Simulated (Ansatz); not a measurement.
Zn17GaO18: frames of a relaxation, Ga_Zn, charge +0, atoms relaxed at the host's cell

Level of theory: PBEsol, collinear spin, scalar-relativistic; Ansatz, plane waves to 420 eV (PAW set soft_2), k-mesh 2×2×2 shifted by half a step.

Positions in Å and forces in eV/Å; free energies count from the last frame.

```
36
Lattice="0.000 5.595 5.214 -4.846 -2.798 5.214 4.846 -2.798 5.214" Properties=species:S:1:pos:R:3:forces:R:3 pbc="T T T" step=1 dE=0.333eV
Ga    0.000   -1.865    7.824    0.000    0.000    0.029
Zn   -1.615    0.933    7.824   -0.014    0.462    0.132
Zn    3.231   -1.865    7.824    0.407   -0.219    0.132
Zn   -3.231   -1.865    7.824   -0.407   -0.219    0.132
Zn    1.615    0.933    7.824    0.014    0.462    0.132
Zn    1.615    0.933   13.038    0.393   -0.244    0.132
Zn    0.000    3.730    7.824    0.000    0.000   -0.052
Zn    0.000   -1.865   13.038    0.000    0.000    0.140
Zn   -1.615    0.933   13.038   -0.393   -0.244    0.132
Zn   -1.615   -0.933    5.217   -0.040    0.023   -0.463
Zn    1.615   -0.933   10.431    0.372    0.215    0.213
Zn    1.615   -0.933    5.217    0.040    0.023   -0.463
Zn    0.000   -3.730   10.431    0.000   -0.429    0.213
Zn    0.000    1.865    5.217    0.000    0.095   -0.005
Zn    0.000    1.865   10.431    0.000   -0.046   -0.463
Zn    3.231    1.865   10.431    0.082   -0.047   -0.005
Zn   -1.615   -0.933   10.431   -0.372    0.215    0.213
Zn   -3.231    1.865   10.431   -0.082   -0.047   -0.005
O     0.000   -1.865    9.800    0.000    0.000   -1.354
O    -1.615    0.933    9.800    0.094   -0.067   -0.003
O    -1.615    0.933    4.587   -0.105   -0.048   -0.003
O     1.615    0.933    4.587    0.105   -0.048   -0.003
O     1.615    0.933    9.800   -0.094   -0.067   -0.003
O    -3.231   -1.865    4.587   -0.011    0.115   -0.003
O     0.000   -1.865    4.587    0.000    0.000    0.205
O     0.000    3.730    4.587    0.000    0.000   -0.013
O     3.231   -1.865    4.587    0.011    0.115   -0.003
O    -1.615   -0.933    7.194    1.100   -0.635    0.409
O    -3.231    1.865    7.194   -0.008   -0.005   -0.085
O     1.615   -0.933    7.194   -1.100   -0.635    0.409
O     0.000    1.865    1.980    0.000    0.009   -0.085
O     0.000    1.865    7.194    0.000   -0.117    0.021
O     0.000   -3.730    7.194    0.000    1.270    0.409
O    -1.615   -0.933    1.980   -0.101    0.058    0.021
O     3.231    1.865    7.194    0.008   -0.005   -0.085
O     1.615   -0.933    1.980    0.101    0.058    0.021
```

```
36
Lattice="0.000 5.595 5.214 -4.846 -2.798 5.214 4.846 -2.798 5.214" Properties=species:S:1:pos:R:3:forces:R:3 pbc="T T T" step=2 dE=0.149eV
Ga    0.000   -1.865    7.821    0.000    0.000    0.032
Zn   -1.615    0.938    7.827   -0.015    0.318    0.085
Zn    3.235   -1.868    7.827    0.283   -0.146    0.085
Zn   -3.235   -1.868    7.827   -0.283   -0.146    0.085
Zn    1.615    0.938    7.827    0.015    0.318    0.085
Zn    1.620    0.930   13.041    0.268   -0.173    0.085
Zn    0.000    3.730    7.823    0.000    0.000   -0.039
Zn    0.000   -1.865   13.044    0.000    0.000    0.110
Zn   -1.620    0.930   13.041   -0.268   -0.173    0.085
Zn   -1.615   -0.933    5.211   -0.038    0.022   -0.321
Zn    1.619   -0.930   10.432    0.250    0.144    0.155
Zn    1.615   -0.933    5.211    0.038    0.022   -0.321
Zn    0.000   -3.735   10.432    0.000   -0.288    0.155
Zn    0.000    1.867    5.218    0.000    0.062    0.005
Zn    0.000    1.866   10.425    0.000   -0.044   -0.321
Zn    3.232    1.864   10.432    0.053   -0.031    0.005
Zn   -1.619   -0.930   10.432   -0.250    0.144    0.155
Zn   -3.232    1.864   10.432   -0.053   -0.031    0.005
O     0.000   -1.865    9.763    0.000    0.000   -0.968
O    -1.614    0.932    9.801    0.073   -0.047    0.003
O    -1.616    0.932    4.587   -0.078   -0.040    0.003
O     1.616    0.932    4.587    0.078   -0.040    0.003
O     1.614    0.932    9.801   -0.073   -0.047    0.003
O    -3.230   -1.864    4.587   -0.004    0.087    0.003
O     0.000   -1.865    4.589    0.000    0.000    0.144
O     0.000    3.730    4.589    0.000    0.000   -0.021
O     3.230   -1.864    4.587    0.004    0.087    0.003
O    -1.589   -0.948    7.204    0.790   -0.456    0.296
O    -3.232    1.864    7.192   -0.011   -0.006   -0.078
O     1.589   -0.948    7.204   -0.790   -0.456    0.296
O     0.000    1.867    1.978    0.000    0.013   -0.078
O     0.000    1.864    7.194    0.000   -0.088    0.013
O     0.000   -3.700    7.204    0.000    0.913    0.296
O    -1.616   -0.932    1.980   -0.076    0.044    0.013
O     3.232    1.864    7.192    0.011   -0.006   -0.078
O     1.616   -0.932    1.980    0.076    0.044    0.013
```

```
36
Lattice="0.000 5.595 5.214 -4.846 -2.798 5.214 4.846 -2.798 5.214" Properties=species:S:1:pos:R:3:forces:R:3 pbc="T T T" step=5 dE=0.000eV
Ga    0.000   -1.865    7.818    0.000    0.000   -0.002
Zn   -1.618    0.952    7.831   -0.007    0.006    0.003
Zn    3.249   -1.873    7.831    0.009    0.003    0.003
Zn   -3.249   -1.873    7.831   -0.009    0.003    0.003
Zn    1.618    0.952    7.831    0.007    0.006    0.003
Zn    1.631    0.920   13.045    0.002   -0.009    0.003
Zn    0.000    3.730    7.822    0.000    0.000   -0.007
Zn    0.000   -1.865   13.062    0.000    0.000   -0.001
Zn   -1.631    0.920   13.045   -0.002   -0.009    0.003
Zn   -1.615   -0.933    5.196   -0.008    0.005   -0.008
Zn    1.629   -0.925   10.431    0.004    0.002    0.003
Zn    1.615   -0.933    5.196    0.008    0.005   -0.008
Zn    0.000   -3.746   10.431    0.000   -0.004    0.003
Zn    0.000    1.868    5.224    0.000    0.003    0.000
Zn    0.000    1.866   10.410    0.000   -0.009   -0.008
Zn    3.233    1.864   10.438    0.003   -0.002    0.000
Zn   -1.629   -0.925   10.431   -0.004    0.002    0.003
Zn   -3.233    1.864   10.438   -0.003   -0.002    0.000
O     0.000   -1.865    9.701    0.000    0.000   -0.016
O    -1.613    0.933    9.803    0.009   -0.007    0.004
O    -1.616    0.931    4.589   -0.011   -0.004    0.004
O     1.616    0.931    4.589    0.011   -0.004    0.004
O     1.613    0.933    9.803   -0.009   -0.007    0.004
O    -3.229   -1.863    4.589   -0.002    0.012    0.004
O     0.000   -1.865    4.592    0.000    0.000    0.012
O     0.000    3.730    4.597    0.000    0.000   -0.003
O     3.229   -1.863    4.589    0.002    0.012    0.004
O    -1.544   -0.974    7.221    0.017   -0.010    0.006
O    -3.238    1.861    7.182   -0.007   -0.004   -0.003
O     1.544   -0.974    7.221   -0.017   -0.010    0.006
O     0.000    1.874    1.968    0.000    0.008   -0.003
O     0.000    1.860    7.198    0.000   -0.006   -0.005
O     0.000   -3.648    7.221    0.000    0.020    0.006
O    -1.619   -0.930    1.984   -0.006    0.003   -0.005
O     3.238    1.861    7.182    0.007   -0.004   -0.003
O     1.619   -0.930    1.984    0.006    0.003   -0.005
```

Caveats: a carrier lies in a band of the host or at its edge, so the energy may hold band filling.
